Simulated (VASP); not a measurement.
# Zr3N4 (I-43d) in VASP: notebook

Runs on Zr3N4. Level: PBE. Tasks: relaxation of cell and atoms.

Program: VASP 6.6.1. These are calculated values, not measurements. Logs are shortened: lines on timing, memory, paths and dates and some standing lists are left out, and cuts for length are marked.

### Step 1. Starting point

Symmetry: I-43d, No. 220, cubic system. The conventional cell has a = 6.740 Å, b = 6.740 Å, c = 6.740 Å, α = 90.00°, β = 90.00°, γ = 90.00°. Around Zr (site symmetry -4) lie 8 N at 2.19 to 2.49 Å. Around N (site symmetry 3) lie 6 Zr at 2.19 to 2.49 Å.

### Step 2. Relaxation of cell and atoms, PBE

INCAR reads:

```
SYSTEM = Zr3N4
PREC = Accurate
ENCUT = 520
EDIFF = 1E-6
ISMEAR = 0
SIGMA = 0.1
LREAL = .False.
LASPH = .True.
NELM = 120
ALGO = Normal
ISIF = 3
LWAVE = .False.
LCHARG = .False.
GGA = PE
IBRION = 2
NSW = 90
EDIFFG = -0.01
KPAR = 8
```

KPOINTS reads:

```
regular mesh
0
Gamma
  6 6 6
  0 0 0
```

POSCAR reads:

```
Zr3N4
1.0
   -3.3700000000      3.3700000000      3.3700000000
    3.3700000000     -3.3700000000      3.3700000000
    3.3700000000      3.3700000000     -3.3700000000
Zr N
6 8
Direct
    0.2500000000      0.6250000000      0.3750000000
    0.3750000000      0.2500000000      0.6250000000
    0.7500000000      0.8750000000      0.1250000000
    0.1250000000      0.7500000000      0.8750000000
    0.6250000000      0.3750000000      0.2500000000
    0.8750000000      0.1250000000      0.7500000000
    0.1260000000      0.1260000000      0.1260000000
    0.8740000000      0.5000000000      0.0000000000
    0.5000000000      0.0000000000      0.3740000000
    0.0000000000      0.8740000000      0.5000000000
    0.3740000000      0.5000000000      0.0000000000
    0.6260000000      0.6260000000      0.6260000000
    0.0000000000      0.3740000000      0.5000000000
    0.5000000000      0.0000000000      0.8740000000
```

Potentials or basis: VASP PAW PBE potentials, release 64 (Zr_sv, N).

Command:

```console
$ cat potpaw_PBE.64/Zr_sv/POTCAR potpaw_PBE.64/N/POTCAR > POTCAR
$ mpirun -np 8 vasp_std > vasp.out
```

OUTCAR:

```text
SYSTEM = Zr3N4
   PREC = Accurate
   ENCUT = 520
   EDIFF = 1E-6
   ISMEAR = 0
   LREAL = .False.
   LASPH = .True.
   NELM = 120
   ISIF = 3
   GGA = PE
   IBRION = 2
   NSW = 90
   EDIFFG = -0.01

 ion  position               nearest neighbor table
   1  0.250  0.625  0.375-   8 2.19  13 2.19  12 2.19   9 2.19  11 2.49   7 2.49  10 2.49  14 2.49
                             4 3.15   2 3.15   2 3.15   4 3.15   5 3.15   6 3.15   6 3.15   5 3.15
   2  0.375  0.250  0.625-   9 2.19  10 2.19  11 2.19  12 2.19   7 2.49   8 2.49  13 2.49  14 2.49
                             1 3.15   5 3.15   1 3.15   3 3.15   5 3.15   6 3.15   6 3.15   3 3.15
   3  0.750  0.875  0.125-   7 2.19  10 2.19  11 2.19  14 2.19   9 2.49  12 2.49  13 2.49   8 2.49
                             4 3.15   6 3.15   4 3.15   2 3.15   5 3.15   5 3.15   2 3.15   6 3.15
   4  0.125  0.750  0.875-   8 2.19  13 2.19   7 2.19  14 2.19  11 2.49  12 2.49   9 2.49  10 2.49
                             3 3.15   3 3.15   1 3.15   1 3.15   6 3.15   5 3.15   6 3.15   5 3.15
   5  0.625  0.375  0.250-  13 2.19  14 2.19  11 2.19  12 2.19   9 2.49  10 2.49   8 2.49   7 2.49
                             2 3.15   4 3.15   1 3.15   1 3.15   3 3.15   2 3.15   3 3.15   4 3.15
   6  0.875  0.125  0.750-   8 2.19   9 2.19   7 2.19  10 2.19  11 2.49  13 2.49  14 2.49  12 2.49
                             3 3.15   1 3.15   2 3.15   4 3.15   4 3.15   3 3.15   2 3.15   1 3.15
   7  0.126  0.126  0.126-   3 2.19   4 2.19   6 2.19   2 2.49   1 2.49   5 2.49
   8  0.874  0.500  0.000-   1 2.19   4 2.19   6 2.19   2 2.49   5 2.49   3 2.49
   9  0.500  0.000  0.374-   2 2.19   6 2.19   1 2.19   4 2.49   5 2.49   3 2.49
  10  0.000  0.874  0.500-   2 2.19   3 2.19   6 2.19   4 2.49   5 2.49   1 2.49
  11  0.374  0.500  0.000-   2 2.19   3 2.19   5 2.19   4 2.49   1 2.49   6 2.49
  12  0.626  0.626  0.626-   2 2.19   1 2.19   5 2.19   4 2.49   3 2.49   6 2.49
  13  0.000  0.374  0.500-   1 2.19   4 2.19   5 2.19   2 2.49   3 2.49   6 2.49
  14  0.500  0.000  0.874-   3 2.19   5 2.19   4 2.19   2 2.49   1 2.49   6 2.49

  LATTYP: Found a body centered cubic cell.
 ALAT       =     6.7400000000

  Lattice vectors:

 A1 = (  -3.3700000000,   3.3700000000,   3.3700000000)
 A2 = (   3.3700000000,  -3.3700000000,   3.3700000000)
 A3 = (   3.3700000000,   3.3700000000,  -3.3700000000)

Analysis of symmetry for initial positions (statically):
=====================================================================
 Subroutine PRICEL returns:
 Original cell was already a primitive cell.

 Routine SETGRP: Setting up the symmetry group for a
 body centered cubic supercell.

 Subroutine GETGRP returns: Found 24 space group operations
 (whereof  3 operations were pure point group operations)
 out of a pool of 48 trial point group operations.

The static configuration has the point symmetry C_3 .
 The point group associated with its full space group is T_d .

Analysis of symmetry for dynamics (positions and initial velocities):
=====================================================================
 Subroutine PRICEL returns:
 Original cell was already a primitive cell.

 Routine SETGRP: Setting up the symmetry group for a
 body centered cubic supercell.

 Subroutine GETGRP returns: Found 24 space group operations
 (whereof  3 operations were pure point group operations)
 out of a pool of 48 trial point group operations.

The dynamic configuration has the point symmetry C_3 .
 The point group associated with its full space group is T_d .

 Subroutine INISYM returns: Found 24 space group operations
 (whereof  3 operations are pure point group operations),
 and found     1 'primitive' translations

----------------------------------------------------------------------------------------

                                     Primitive cell

  volume of cell :     153.0910

  direct lattice vectors                    reciprocal lattice vectors
    -3.370000000  3.370000000  3.370000000     0.000000000  0.148367953  0.148367953
     3.370000000 -3.370000000  3.370000000     0.148367953  0.000000000  0.148367953
     3.370000000  3.370000000 -3.370000000     0.148367953  0.148367953  0.000000000

  length of vectors
     5.837011222  5.837011222  5.837011222     0.209823971  0.209823971  0.209823971

  position of ions in fractional coordinates (direct lattice)
     0.250000000  0.625000000  0.375000000
     0.375000000  0.250000000  0.625000000
     0.750000000  0.875000000  0.125000000
     0.125000000  0.750000000  0.875000000
     0.625000000  0.375000000  0.250000000
     0.875000000  0.125000000  0.750000000
     0.126000000  0.126000000  0.126000000
[... 53 lines left out ...]
  0.000000  0.000000  0.000000      1.000000
  0.166667  0.000000  0.000000     12.000000
  0.333333  0.000000  0.000000     12.000000
  0.500000  0.000000  0.000000      6.000000
  0.166667  0.166667  0.000000     24.000000
  0.333333  0.166667  0.000000     48.000000
[... 8 lines left out ...]
  0.500000  0.500000  0.333333     12.000000
  0.500000  0.500000  0.500000      1.000000
   k-points           NKPTS =     16   k-points in BZ     NKDIM =     16   number of bands    NBANDS=     67
   number of dos      NEDOS =    301   number of ions     NIONS =     14
   total plane-waves  NPLWV = 110592
   dimension x,y,z NGX =    48 NGY =   48 NGZ =   48
   dimension x,y,z NGXF=    96 NGYF=   96 NGZF=   96
   ions per type =               6   8
   NGX,Y,Z   is equivalent  to a cutoff of  13.67, 13.67, 13.67 a.u.
   NGXF,Y,Z  is equivalent  to a cutoff of  27.34, 27.34, 27.34 a.u.
 SYSTEM =  Zr3N4
   PREC   = accura    normal or accurate (medium, high low for compatibility)
   ISTART =      0    job   : 0-new  1-cont  2-samecut
   ICHARG =      2    charge: 1-file 2-atom 10-const
   ISPIN  =      1    spin polarized calculation?
   LNONCOLLINEAR =      F non collinear calculations
   LSORBIT =      F    spin-orbit coupling
   LASPH  =      T    aspherical Exc in radial PAW
   ENCUT  =  520.0 eV  38.22 Ry    6.18 a.u.  10.85 10.85 10.85*2*pi/ulx,y,z
   NELM   =    120;   NELMIN=  2; NELMDL= -5     # of ELM steps
   EDIFF  = 0.1E-05   stopping-criterion for ELM
   LREAL  =      F    real-space projection
   EDIFFG = -.1E-01   stopping-criterion for IOM
   NSW    =     90    number of steps for IOM
   IBRION =      2    ionic relax: 0-MD 1-quasi-New 2-CG
   NFREE  =      1    steps in history (QN), initial steepest desc. (CG)
   ISIF   =      3    stress and relaxation
   ISYM   =      2    0-nonsym 1-usesym 2-fastsym
   POTIM  = 0.5000    time-step for ionic-motion
   TEBEG  =    0.0;   TEEND  =   0.0 temperature during run
   PSTRESS=    0.0 pullay stress
   NELECT =     112.0000    total number of electrons
   NUPDOWN=      -1.0000    fix difference up-down
   EMIN   =  10.00;   EMAX   =-10.00  energy-range for DOS
   EFERMI =   0.00;   METHOD = LEGACY
   ISMEAR =     0;   SIGMA  =   0.10  broadening in eV -4-tet -1-fermi 0-gaus
   EFERMI_NEDOS =   21; number of points for ismear=-14 and -15
   IALGO  =     38    algorithm
   IMIX   =      4    mixing-type and parameters
     AMIX     =   0.40;   BMIX     =  1.00
     AMIX_MAG =   1.60;   BMIX_MAG =  1.00
  volume/ion in A,a.u.               =      10.94        73.79
  Fermi-wavevector in a.u.,A,eV,Ry     =   1.475132  2.787596 29.606481  2.176015
  Thomas-Fermi vector in A             =   2.589819
   LORBIT       =      0    0 simple, 1 ext, 2 COOP (PROOUT), +10 PAW based schemes
   GGA     = PE    functional components
   LHFCALC =     F    Hartree Fock is set to
   AEXX    =    0.0000 exact exchange contribution
   IVDW    =     0    specifies the selected vdW correction
   LEPSILON=     F    determine dielectric tensor
   LRPA    =     F    only Hartree local field effects (RPA)
 conjugate gradient relaxation of ions
 non-spin polarized calculation
 Gauss-broadening in eV      SIGMA  =   0.10
  energy-cutoff  :      520.00
  volume of cell :      153.09
 maximum number of plane-waves:      4196
 NGX is ok and might be reduce to    48
   NGX = 21   NGY = 21   NGZ = 21

--------------------------------------- Ionic step        1  -------------------------------------------

 number of electron     112.0000012 magnetization

 Free energy of the ion-electron system (eV)
  ---------------------------------------------------
  ext. energy  EPLUGINS =         0.00000000
  ---------------------------------------------------
  free energy    TOTEN  =      -138.87256303 eV

  energy without entropy =     -138.87256302  energy(sigma->0) =     -138.87256303

------------------------ aborting loop because EDIFF is reached ----------------------------------------

  FORCE on cell =-STRESS in cart. coord.  units (eV):
  Direction    XX          YY          ZZ          XY          YZ          ZX
  --------------------------------------------------------------------------------------
  -------------------------------------------------------------------------------------
  Total        7.5196017      7.5196017      7.5196017     -0.0000000      0.0000000      0.0000000
  in kB       78.6965563     78.6965563     78.6965563     -0.0000000      0.0000000      0.0000000
  external PRESSURE =      78.6965563 kB  Pullay stress =       0.0000000 kB
[... 35 lines left out ...]
--------------------------------------- Ionic step        2  -------------------------------------------

 number of electron     111.9999998 magnetization

 E-fermi :   9.9591     XC(G=0): -12.2774

 val. band max:        9.6004855877   @ k =   0.0000   0.0000   0.0000
 cond. band min:      10.3123363518   @ k =   0.0000   0.0000   0.0000
 fundamental gap:      0.7118507641
 Fermi energy:         9.9591492335

 k-point     1 :       0.0000    0.0000    0.0000
  band No.  band energies     occupation
      1     -39.2834      2.00000
      2     -39.1825      2.00000
      3     -39.1825      2.00000
      4     -39.1825      2.00000
      5     -39.1476      2.00000
      6     -39.1476      2.00000
[... 1198 lines left out ...]
  FREE ENERGIE OF THE ION-ELECTRON SYSTEM (eV)
  ---------------------------------------------------
  free  energy   TOTEN  =      -138.9863899299 eV

  energy  without entropy=     -138.9863899232  energy(sigma->0) =     -138.98638993

[... ionic steps 4 to 7 ...]

--------------------------------------- Ionic step        8  -------------------------------------------

 number of electron     112.0000013 magnetization

------------------------ aborting loop because EDIFF is reached ----------------------------------------
[... 91 lines left out ...]
--------------------------------------- Ionic step       10  -------------------------------------------

 number of electron     112.0000013 magnetization

 Free energy of the ion-electron system (eV)
  ---------------------------------------------------
  ext. energy  EPLUGINS =         0.00000000
  ---------------------------------------------------
  free energy    TOTEN  =      -139.00707964 eV

  energy without entropy =     -139.00707964  energy(sigma->0) =     -139.00707964

 E-fermi :  10.7003     XC(G=0): -12.5873

 val. band max:       10.3469622258   @ k =   0.0000   0.0000   0.0000
 cond. band min:      11.0479983932   @ k =   0.0000   0.0000   0.0000
 fundamental gap:      0.7010361674
 Fermi energy:        10.7002609215

 k-point     1 :       0.0000    0.0000    0.0000
  band No.  band energies     occupation
      1     -38.3790      2.00000
      2     -38.2482      2.00000
      3     -38.2482      2.00000
      4     -38.2482      2.00000
      5     -38.2041      2.00000
      6     -38.2041      2.00000
[... 1150 lines left out ...]
  FREE ENERGIE OF THE ION-ELECTRON SYSTEM (eV)
  ---------------------------------------------------
  free  energy   TOTEN  =      -139.0070796411 eV

  energy  without entropy=     -139.0070796352  energy(sigma->0) =     -139.00707964

 reached required accuracy - stopping structural energy minimisation
```

Wall time 4.7 min (8 MPI ranks of Intel Xeon Platinum 8488C (Sapphire Rapids), shared host); peak memory 0.43 GiB.

What came out:

| Quantity | Value |
| --- | --- |
| Free energy | -139.0071 eV |
| Relaxed volume | 11.15 Å³/atom |
| Relaxed cell | a = 5.875 Å, b = 5.875 Å, c = 5.875 Å, α = 109.47°, β = 109.47°, γ = 109.47° |
| Space group after relaxing (to 0.05 Å) | I-43d (No. 220) |
| Energy gained by relaxing | 9.6 meV/atom |
| Ionic steps | 10 |
| Pressure after relaxing | 0.0 GPa |
| Band gap on the k mesh | 0.70 eV, direct |

The path:
| step | energy change (eV) | largest force (eV/Å) | pressure (GPa) | volume (Å³) |
| --- | --- | --- | --- | --- |
| 1 | 0.0000 | 0.3353 | 7.87 | 153.09 |
| 2 | 0.1977 | 0.2184 | -11.89 | 165.30 |
| 3 | -0.1138 | 0.1077 | -0.31 | 157.56 |
| 4 | -0.1139 | 0.1119 | -0.16 | 157.47 |
| 5 | -0.1181 | 0.1008 | -0.13 | 157.30 |
| 6 | -0.1278 | 0.0665 | -0.01 | 156.77 |
| 7 | -0.1341 | 0.0038 | 0.38 | 155.72 |
| 8 | -0.1343 | 0.0092 | 0.30 | 155.91 |
| 9 | -0.1303 | 0.0382 | -1.48 | 156.89 |
| 10 | -0.1345 | 0.0010 | -0.01 | 156.08 |

Final structure:
```cif
data_structure
_symmetry_space_group_name_H-M 'P 1'
_symmetry_Int_Tables_number 1
_cell_length_a 5.8747
_cell_length_b 5.8747
_cell_length_c 5.8747
_cell_angle_alpha 109.471
_cell_angle_beta 109.471
_cell_angle_gamma 109.471
_cell_volume 156.08
loop_
_atom_site_label
_atom_site_type_symbol
_atom_site_fract_x
_atom_site_fract_y
_atom_site_fract_z
_atom_site_occupancy
Zr1 Zr 0.25000 0.62500 0.37500 1
Zr2 Zr 0.37500 0.25000 0.62500 1
Zr3 Zr 0.75000 0.87500 0.12500 1
Zr4 Zr 0.12500 0.75000 0.87500 1
Zr5 Zr 0.62500 0.37500 0.25000 1
Zr6 Zr 0.87500 0.12500 0.75000 1
N1 N 0.13441 0.13441 0.13441 1
N2 N 0.86559 0.50000 0.00000 1
N3 N 0.50000 0.00000 0.36559 1
N4 N 0.00000 0.86559 0.50000 1
N5 N 0.36559 0.50000 0.00000 1
N6 N 0.63441 0.63441 0.63441 1
N7 N 0.00000 0.36559 0.50000 1
N8 N 0.50000 0.00000 0.86559 1
```

Levels at points of the mesh, in eV from the valence-band top:
```csv
k point,band 52,band 53,band 54,band 55,band 56,band 57,band 58,band 59,band 60,band 61
"(0.00, 0.00, 0.00)",-1.30,-1.30,0.00,0.00,0.00,0.70,0.70,1.30,1.30,1.30
"(0.50, 0.00, 0.00)",-1.88,-1.61,-1.61,-0.85,-0.85,2.10,2.10,2.22,2.22,2.95
"(0.50, 0.50, 0.50)",-1.70,-0.53,-0.53,-0.53,-0.53,3.19,3.19,3.19,3.19,3.19
```

A k mesh can miss the band edges. PBE usually gives volumes a little too large and moduli too small.

### Step 3. Relaxation of cell and atoms, PBE

This run uses another cell than the first one, of 11.15 Å³/atom, 1.019 times its volume.

Changes to INCAR since step 2:

```diff
@@ -3,3 +3,3 @@
 ENCUT = 520
-EDIFF = 1E-6
+EDIFF = 1E-7
 ISMEAR = 0
@@ -15,4 +15,5 @@
 IBRION = 2
-NSW = 90
-EDIFFG = -0.01
+NSW = 60
+EDIFFG = -0.005
+POTIM = 0.3
 KPAR = 8
```

KPOINTS is that of step 2.

POSCAR reads:

```
Zr3N4                                   
1.0
   -3.3917585778      3.3917585778      3.3917585778
    3.3917585778     -3.3917585778      3.3917585778
    3.3917585778      3.3917585778     -3.3917585778
  Zr              N             
     6     8
Direct
     0.2500000000000000    0.6250000000000000    0.3750000000000000
     0.3750000000000000    0.2500000000000000    0.6250000000000000
     0.7500000000000000    0.8750000000000000    0.1250000000000000
     0.1250000000000000    0.7500000000000000    0.8750000000000000
     0.6250000000000000    0.3750000000000000    0.2500000000000000
     0.8750000000000000    0.1250000000000000    0.7500000000000000
     0.1344101636289571    0.1344101636289571    0.1344101636289571
     0.8655898363710428    0.5000000000000000    0.0000000000000000
     0.5000000000000000    0.0000000000000000    0.3655898363710430
     0.0000000000000000    0.8655898363710428    0.5000000000000000
     0.3655898363710430    0.5000000000000000    0.0000000000000000
     0.6344101636289572    0.6344101636289572    0.6344101636289572
     0.0000000000000000    0.3655898363710430    0.5000000000000000
     0.5000000000000000    0.0000000000000000    0.8655898363710428
```

Potentials or basis: VASP PAW PBE potentials, release 64 (Zr_sv, N).

Command:

```console
$ cat potpaw_PBE.64/Zr_sv/POTCAR potpaw_PBE.64/N/POTCAR > POTCAR
$ mpirun -np 8 vasp_std > vasp.out
```

Run time: 53 s. Hardware: 8 MPI ranks of Intel Xeon Platinum 8488C (Sapphire Rapids), shared host; peak memory 0.38 GiB.

Results (log left out):

```
Free energy             : -139.0105 eV
Pressure after relaxing : 0.0 GPa
Band gap on the k mesh  : 0.70 eV, direct
```

Final structure:
```
Zr N
1.0
    -3.39176    3.39176    3.39176
     3.39176   -3.39176    3.39176
     3.39176    3.39176   -3.39176
Zr N
6 8
Direct
  0.25000 0.62500 0.37500
  0.37500 0.25000 0.62500
  0.75000 0.87500 0.12500
  0.12500 0.75000 0.87500
  0.62500 0.37500 0.25000
  0.87500 0.12500 0.75000
  0.13441 0.13441 0.13441
  0.86559 0.50000 0.00000
  0.50000 0.00000 0.36559
  0.00000 0.86559 0.50000
  0.36559 0.50000 0.00000
  0.63441 0.63441 0.63441
  0.00000 0.36559 0.50000
  0.50000 0.00000 0.86559
```

Levels at points of the mesh, in eV from the valence-band top:
```
           k point  band 54  band 55  band 56  band 57  band 58  band 59
(0.00, 0.00, 0.00)     0.00     0.00     0.00     0.70     0.70     1.30
(0.50, 0.00, 0.00)    -1.61    -0.85    -0.85     2.10     2.10     2.22
(0.50, 0.50, 0.50)    -0.53    -0.53    -0.53     3.19     3.19     3.19
```

Caveat: the relaxation stopped at its first step, so nothing moved.
